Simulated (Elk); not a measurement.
# Dielectric function and optical constants of Se

Aim: the dielectric function of Se, and the optical constants that follow from it.

Method: DFT, PBE, all-electron APW+lo, Dirac cores, scalar-relativistic bands, independent-particle optical response without local fields, in Elk 11.2.3 (patched build).

## (1) Starting point

It takes space group P3_221 (No. 154, trigonal). The conventional cell has a = 4.355 Å, b = 4.355 Å, c = 4.949 Å, α = 90.00°, β = 90.00°, γ = 120.00°. Nearest to Se lie 2 Se at 2.32 Å.

## (2) Ground state

First the ground state: is it a metal or has it a gap?

This step: DFT, PBE, all-electron APW+lo, Dirac cores, scalar-relativistic bands, ground state (Elk 11.2.3 (patched build)).

The input, elk.in:

```
tasks
  0
  120

xctype
  20

nempty
  8

lorbcnd
  .true.

rgkmax
  7.0

swidth
  0.0018375

maxscl
  100

epsengy
  1e-05

sppath
  './'

avec
  8.2300785262 0.0000000000 0.0000000000
  -4.1150392631 7.1274570788 0.0000000000
  0.0000000000 0.0000000000 9.3531049675

atoms
  1
  'Se.in'
  3
  0.7830000000 0.7830000000 0.5000000000   0.000 0.000 0.000
  0.0000000000 0.2170000000 0.8333333333   0.000 0.000 0.000
  0.2170000000 0.0000000000 0.1666666667   0.000 0.000 0.000

ngridk
  5 5 4

vkloff
  0.2500 0.5000 0.6250
```

Started as:

```console
OMP_NUM_THREADS=2 elk
```

Numbers of over 12 decimals in the logs are rounded to 6 here.

The program printed:

```text
┌─────────────────────────┐
│ Elk code version 11.2.3 │
└─────────────────────────┘

All units are atomic (Hartree, Bohr, etc.)

┌─────────────────────────────────────────────────┐
│ Ground-state run starting from atomic densities │
└─────────────────────────────────────────────────┘

Lattice vectors :
   8.230078526       0.000000000       0.000000000
  -4.115039263       7.127457079       0.000000000
   0.000000000       0.000000000       9.353104968

Reciprocal lattice vectors :
  0.7634417202      0.4407732827      -0.000000000
   0.000000000      0.8815465653       0.000000000
   0.000000000      -0.000000000      0.6717753440

Unit cell volume      :    548.6487550
Brillouin zone volume :   0.4521111388

Muffin-tin inner radius fraction :   0.1000000000E-01

Nuclei treated as point charges

Species : 1 (Se)
 parameters loaded from : Se.in
 name : selenium
 nuclear charge    :   -34.00000000
 electronic charge :    34.00000000
 atomic mass :    143935.2749
 muffin-tin radius :    2.170943407
 number of radial points in muffin-tin :    993
 inner part over the whole radius :   0.9953763315E-02
 number on inner part of muffin-tin    :    701
 approximate nuclear radius :   0.7785908700E-04
 number of mesh points to nuclear radius :    345
 atomic positions (lattice), magnetic fields (Cartesian) :
  1 :   0.00000000  0.00000000  0.00000000    0.00000000  0.00000000  0.00000000
  2 :   0.21700000  0.43400000  0.33333333    0.00000000  0.00000000  0.00000000
  3 :   0.43400000  0.21700000  0.66666667    0.00000000  0.00000000  0.00000000

Total number of atoms per unit cell :    3
Total muffin-tin volume :    128.5746560
 ratio of muffin-tin to unit cell volume :   0.2343478497

Spin treatment :
 spin-unpolarised

Number of Bravais lattice symmetries :   24
Number of crystal symmetries         :    6
Crystal has no inversion symmetry
Complex Hermitian eigensolver will be used

k-point grid :      5     5     4
k-point offset :   0.2500000000      0.5000000000      0.6250000000
k-point set is reduced with full crystal symmetry group
Total number of k-points :      100

Muffin-tin radius times maximum |G+k| :    7.000000000
 using average radius
Maximum |G+k| for APW functions       :    3.224404642
Maximum (1/2)|G+k|²                   :    5.198392648
Maximum |G| for potential and density :    12.00000000
Constant for pseudocharge density :    7
 order of it for each species :   14
 order of it for pair densities of each species (exact exchange by exxq0 0: 14) :   10
Radial integration step length :    1

G-vector grid sizes :     32    32    36
Number of G-vectors :    15995

Maximum angular momentum used for
 APW functions            :    8
 outer part of muffin-tin :    6
 inner part of muffin-tin :    2

Total nuclear charge    :   -102.0000000
Total core charge       :    54.00000000
Total valence charge    :    48.00000000
Total excess charge     :    0.000000000
Total electronic charge :    102.0000000

Effective Wigner radius, rₛ :    1.086930742

Number of empty states         :     24
Total number of valence states :     49
Total number of core states    :     54

Conduction state local-orbitals added automatically
Third-order local-orbitals added for an l without core states : F
Total number of local-orbitals :    192

Exchange-correlation functional :     20     0     0
 Perdew-Burke-Ernzerhof, Phys. Rev. Lett. 77, 3865 (1996)
 gradient requirement :    1
 generalised gradient approximation (GGA)

Smearing type :    3
 Fermi-Dirac
Smearing width :   0.1837500000E-02
Effective electronic temperature (K) :    580.2366081

Mixing type :    3
 Broyden mixing, J. Phys. A: Math. Gen. 17, L317 (1984)

Kohn-Sham potential initialised from atomic data

┌──────────────────────────────┐
│ Self-consistent loop started │
└──────────────────────────────┘

┌─────────────────┐
│ Loop number : 1 │
└─────────────────┘

Energies :
 Fermi                       :     0.79410346322414E-01
 sum of occupied eigenvalues :     -4235.4406957167
 electron kinetic            :      7464.9521612981
 core electron kinetic       :      6840.6701403634
 Coulomb                     :     -14492.312883822
 Coulomb potential           :     -11348.384276986
 nuclear-nuclear             :     -821.52305930873
 electron-nuclear            :     -16005.880969475
 Hartree                     :      2335.0911449618
 Madelung                    :     -8818.1207453292
 xc potential                :     -352.00858002923
 exchange                    :     -259.08894082840
 correlation                 :     -5.014894
 electron entropic           :    -0.24162689047615E-08
 total energy                :     -7291.4645574338

Density of states at Fermi energy :   0.4378319765E-04
 (states/Hartree/unit cell)

Estimated indirect band gap :   0.5218255814E-01
 from k-point 39 to k-point 44
Estimated direct band gap   :   0.5390603417E-01
 at k-point 44

Charges :
 core                        :    54.00000000
 valence                     :    48.00000000
 interstitial                :    6.806307587
 muffin-tins (core leakage)
  species : 1 (Se)
   atom 1                    :    31.73123080     (  0.2621031623E-03)
   atom 2                    :    31.73123080     (  0.2621031623E-03)
   atom 3                    :    31.73123080     (  0.2621031623E-03)
 total in muffin-tins        :    95.19369241
 total calculated charge     :    101.9988548
 total charge                :    102.0000000
 error                       :   0.1145223183E-02

┌─────────────────┐
│ Loop number : 2 │
└─────────────────┘

Energies :
 Fermi                       :     0.80216851537452E-01
 sum of occupied eigenvalues :     -4235.3608660413
 electron kinetic            :      7460.8715007135
 core electron kinetic       :      6838.2467859987
 Coulomb                     :     -14492.308856970
 Coulomb potential           :     -11348.366882840
 nuclear-nuclear             :     -821.52305930873
 electron-nuclear            :     -16005.889537989
 Hartree                     :      2335.1037403280
 Madelung                    :     -8818.1254155497
 xc potential                :     -347.86548391487
 exchange                    :     -259.08929301073
 correlation                 :     -5.014887
 electron entropic           :    -0.24208076678350E-08
 total energy                :     -7295.5415365863

Density of states at Fermi energy :   0.4387462834E-04
 (states/Hartree/unit cell)

Estimated indirect band gap :   0.5217089704E-01
 from k-point 39 to k-point 44
Estimated direct band gap   :   0.5389345680E-01
 at k-point 44

Charges :
 core                        :    54.00000000
 valence                     :    48.00000000
 interstitial                :    6.804946756
 muffin-tins (core leakage)
  species : 1 (Se)
   atom 1                    :    31.73168441     (  0.2620779067E-03)
   atom 2                    :    31.73168441     (  0.2620779067E-03)
   atom 3                    :    31.73168441     (  0.2620779067E-03)
 total in muffin-tins        :    95.19505324
 total calculated charge     :    101.9988548
 total charge                :    102.0000000
 error                       :   0.1145191512E-02

RMS change in Kohn-Sham potential (target) :   0.1588064474     (  0.1000000000E-05)
Absolute change in total energy (target)   :    4.076979152     (  0.1000000000E-04)

[... 12 loops left out ...]

┌──────────────────┐
│ Loop number : 15 │
└──────────────────┘

Energies :
 Fermi                       :     0.175940
 sum of occupied eigenvalues :     -4225.4893118273
 electron kinetic            :      7465.1902991010
 core electron kinetic       :      6839.8665119306
 Coulomb                     :     -14491.764321170
 Coulomb potential           :     -11346.948892810
 nuclear-nuclear             :     -821.52305930873
 electron-nuclear            :     -16006.126942829
 Hartree                     :      2335.8856809672
 Madelung                    :     -8818.2898747650
 xc potential                :     -343.73071811814
 exchange                    :     -259.10627634388
 correlation                 :     -5.014237
 electron entropic           :    -0.27054776623413E-08
 total energy                :     -7290.6945350574

Density of states at Fermi energy :   0.4959830594E-04
 (states/Hartree/unit cell)

Estimated indirect band gap :   0.5154023564E-01
 from k-point 39 to k-point 44
Estimated direct band gap   :   0.5320903613E-01
 at k-point 44

Charges :
 core                        :    54.00000000
 valence                     :    48.00000000
 interstitial                :    6.694361499
 muffin-tins (core leakage)
  species : 1 (Se)
   atom 1                    :    31.76854617     (  0.2602776057E-03)
   atom 2                    :    31.76854617     (  0.2602776057E-03)
   atom 3                    :    31.76854617     (  0.2602776057E-03)
 total in muffin-tins        :    95.30563850
 total calculated charge     :    101.9988598
 total charge                :    102.0000000
 error                       :   0.1140170218E-02

RMS change in Kohn-Sham potential (target) :   0.5141253794E-08 (  0.1000000000E-05)
Absolute change in total energy (target)   :   0.5928519386E-05 (  0.1000000000E-04)

Convergence targets achieved

┌──────────────────┐
│ Loop number : 16 │
└──────────────────┘

Energies :
 Fermi                       :     0.175940
 sum of occupied eigenvalues :     -4225.4893120276
 electron kinetic            :      7465.1902989127
 core electron kinetic       :      6839.8665118387
 Coulomb                     :     -14491.764321128
 Coulomb potential           :     -11346.948892786
 nuclear-nuclear             :     -821.52305930873
 electron-nuclear            :     -16006.126942785
 Hartree                     :      2335.8856809657
 Madelung                    :     -8818.2898747345
 xc potential                :     -343.73071815422
 exchange                    :     -259.10627634429
 correlation                 :     -5.014237
 electron entropic           :    -0.27054776928772E-08
 total energy                :     -7290.6945352035

Density of states at Fermi energy :   0.4959830661E-04
 (states/Hartree/unit cell)

Estimated indirect band gap :   0.5154023554E-01
 from k-point 39 to k-point 44
Estimated direct band gap   :   0.5320903619E-01
 at k-point 44

Charges :
 core                        :    54.00000000
 valence                     :    48.00000000
 interstitial                :    6.694361503
 muffin-tins (core leakage)
  species : 1 (Se)
   atom 1                    :    31.76854617     (  0.2602776051E-03)
   atom 2                    :    31.76854617     (  0.2602776051E-03)
   atom 3                    :    31.76854617     (  0.2602776051E-03)
 total in muffin-tins        :    95.30563850
 total calculated charge     :    101.9988598
 total charge                :    102.0000000
 error                       :   0.1140170216E-02

┌──────────────────────────────┐
│ Self-consistent loop stopped │
└──────────────────────────────┘

Warning : core states of species 1 leak from the muffin-tin :   0.2602776051E-03

Wrote STATE.OUT
```

Wall time 2.3 min (2 threads of Arm Neoverse V2, shared host); peak memory 0.13 GiB.

Read-outs, printed or worked out from the files:

| Property | Result |
| --- | --- |
| total energy | -7291 Ha |
| Fermi energy | 4.788 eV |
| DOS at the Fermi level | 1.82e-6 states/eV/cell |
| gap on the k-mesh | 1.402 eV |
| direct gap on the mesh | 1.448 eV |

There is a gap, 1.40 eV on this mesh (points off the mesh can give less), so no carriers' term is needed.

## (3) Independent particles

With the density converged, the vertical transitions are summed over the zone.

This step: DFT, PBE, all-electron APW+lo, Dirac cores, scalar-relativistic bands, independent-particle optical response without local fields (Elk 11.2.3 (patched build)).

Changes to elk.in since step 2:

```diff
@@ -1,4 +1,7 @@
 tasks
-  0
-  120
+  121
+
+optcomp
+  1 1
+  3 3
 
@@ -17,9 +20,7 @@
 swidth
-  0.0018375
+  0.0110248
 
-maxscl
-  100
-
-epsengy
-  1e-05
+wplot
+  400 100 0
+  0.0 0.73499
```

Started as:

```console
OMP_NUM_THREADS=2 elk
```

The program printed:

```text
┌─────────────────────────────────┐
│ Elk code version 11.2.3 started │
└─────────────────────────────────┘

Info(readinput): the functional depends on the density's gradient
 muffin-tin radial points multiplied by    2.00000
 (not where nrmtscf is given)

┌────────────────────┐
│ Current task : 121 │
└────────────────────┘
Info(checkmt): changed muffin-tin radius of species 1 (Se) from   2.4000 to   2.1709

Info(findsymcrys): atomic basis shift (lattice) :
  0.2170000000      0.2170000000      0.5000000000
See GEOMETRY.OUT for new atomic positions

Info(dielectric):
 dielectric tensor written to EPSILON_ij.OUT
 optical conductivity written to SIGMA_ij.OUT
 for components
  i = 1, j = 1
  i = 3, j = 3

┌──────────────────┐
│ Elk code stopped │
└──────────────────┘
```

Wall time 0.98 s (2 threads); peak memory 0.04 GiB.

Read-outs, printed or worked out from the files:

```
electronic dielectric constant ε∞, mean over x, y and z (by symmetry where fewer were run) : 10.91
```

Sum at mesh points, not converged in k; values under the direct gap are tails of Lorentzian lines. Table of Im ε by photon energy; read off at these points:

```csv
photon energy (eV),E ∥ x,E ∥ z
0.0,0,0
1.0,0.980,1.35
2.0,4.44,7.42
3.0,9.08,21.9
3.2,9.20,22.7
4.0,7.21,14.0
5.0,4.45,6.04
6.0,3.63,4.97
7.0,4.42,7.39
8.0,5.23,5.44
9.0,4.89,3.25
10.0,3.79,1.74
11.0,3.63,1.51
12.0,2.52,1.11
13.0,1.57,0.908
14.0,1.11,0.694
15.0,0.905,0.572
16.0,0.721,0.530
17.0,0.588,0.469
18.0,0.481,0.402
19.0,0.367,0.287
```

Sum at mesh points, not converged in k. Reflectivity at normal incidence against photon energy; read off at these points:

```csv
photon energy (eV),E ∥ x (%),E ∥ z (%)
0.00,25.5,33.8
0.50,25.9,34.3
1.00,27.6,36.0
1.50,29.8,38.8
2.00,28.5,40.0
2.50,31.2,44.5
3.00,34.6,50.2
3.10,34.8,51.1
3.50,32.2,52.7
4.00,31.3,53.6
4.10,30.9,53.7
4.50,29.2,50.0
5.00,23.9,40.1
5.50,20.3,35.2
6.00,18.6,30.0
6.50,19.5,29.6
7.00,21.9,37.7
7.50,22.6,43.6
8.00,26.0,47.4
8.50,28.1,49.1
9.00,29.6,50.5
9.50,31.6,54.1
9.75,30.5,54.9
10.00,29.7,53.5
10.50,29.9,48.0
11.00,34.3,45.8
11.50,36.4,46.3
12.00,37.6,44.7
12.50,40.5,43.5
12.85,42.2,42.2
13.00,41.9,41.3
13.50,40.8,40.4
14.00,40.3,43.2
14.50,37.7,40.3
15.00,34.7,34.2
15.50,34.4,31.3
16.00,34.2,29.8
16.50,31.5,27.7
17.00,33.1,27.0
17.50,31.2,25.7
18.00,28.2,25.7
18.50,28.1,26.2
19.00,27.2,23.7
19.50,24.1,20.1
```

Sum at mesh points, not converged in k; values under the direct gap are tails of Lorentzian lines. The loss function −Im 1/ε at q → 0 by energy loss; read off at these points:

```csv
energy loss (eV),E ∥ x,E ∥ z
0.0,0,0
0.5,0.00353,0.00225
1.0,0.00926,0.00531
1.5,0.0265,0.0126
2.0,0.0429,0.0209
2.5,0.0428,0.0243
3.0,0.0646,0.0347
3.5,0.0998,0.0507
4.0,0.122,0.0671
4.5,0.155,0.103
5.0,0.205,0.156
5.5,0.210,0.170
6.0,0.192,0.201
6.5,0.172,0.156
7.0,0.171,0.135
7.5,0.175,0.133
8.0,0.171,0.143
8.5,0.185,0.162
9.0,0.204,0.178
9.5,0.227,0.187
10.0,0.261,0.236
10.5,0.266,0.312
11.0,0.255,0.351
11.5,0.286,0.390
12.0,0.310,0.465
12.5,0.332,0.530
13.0,0.389,0.633
13.5,0.459,0.693
14.0,0.545,0.764
14.5,0.682,1.05
15.0,0.795,1.32
15.5,0.877,1.45
16.0,1.02,1.63
16.5,1.19,1.80
17.0,1.32,2.00
17.5,1.66,2.17
18.0,1.90,2.43
18.5,2.15,2.90
19.0,2.64,3.46
19.5,3.09,3.49
```

From ε follow the optical constants at some laser and lamp lines:

```csv
wavelength (nm),n x,k x,R (%) x,1/α x,n z,k z,R (%) z,1/α z
1550,3.14,0.099,26.7,1.2 µm,3.91,0.116,35.1,1.1 µm
532,3.19,0.729,29.5,58 nm,4.46,1.113,42.5,38 nm
450,3.27,1.160,33.2,31 nm,4.59,1.945,47.6,18 nm
365,2.62,1.595,33.0,18 nm,3.43,3.051,52.6,9.5 nm
308,2.26,1.585,31.2,15 nm,2.29,2.987,53.6,8.2 nm
248,1.74,1.281,23.9,15 nm,1.54,1.960,40.1,10 nm
193,1.91,0.991,19.2,16 nm,1.91,1.498,28.7,10 nm
```

Below the direct gap, k and the depth come from the tails of the Lorentzian lines, not from transitions.

Rows near the edge hang on the gap, which this functional as a rule makes too small, and phonon-assisted absorption is left out.

## (4) Outcome

| Property | Result |
| --- | --- |
| electronic dielectric constant ε∞, mean over x, y and z (by symmetry where fewer were run) (independent particles) | 10.9 |

What this shows: At this level (PBE, independent particles) Se has a mean ε∞ = 10.9 and n = 3.14 at 1550 nm (E ∥ x). On the mesh the gap is 1.40 eV and the least direct gap 1.45 eV. The static values by axis are 9.23 (x), 14.28 (z). Excitons and phonon-assisted transitions are missing, and so are local fields; PBE gaps are as a rule too small, which pulls the onset down and ε∞ up. The mesh misses the corner K of the hexagonal zone, so gaps read from it can be too wide where band edges lie there. The sum runs over mesh points 0.33 Å⁻¹ apart with no interpolation, so peaks are partly noise of the mesh, and static values can be far off. The mesh is shifted off Γ, so gaps read from it can miss the band edges. Besides steps told in other documents, this task had 1 step that the program refused or didn't finish; those not told in a step above aren't shown.

[Machine, clock and banner lines and Python warnings are left out of the logs.]

[Logs are printed without paths, hosts, clocks, repeated set-up lines and the standing remarks that a program may print on its own settings, such as how far it seeks lower states.]

[Hosts, paths, dates, database ids (printed as entryN), source tags and the programs' standing remarks are cut or masked in the printed files.]
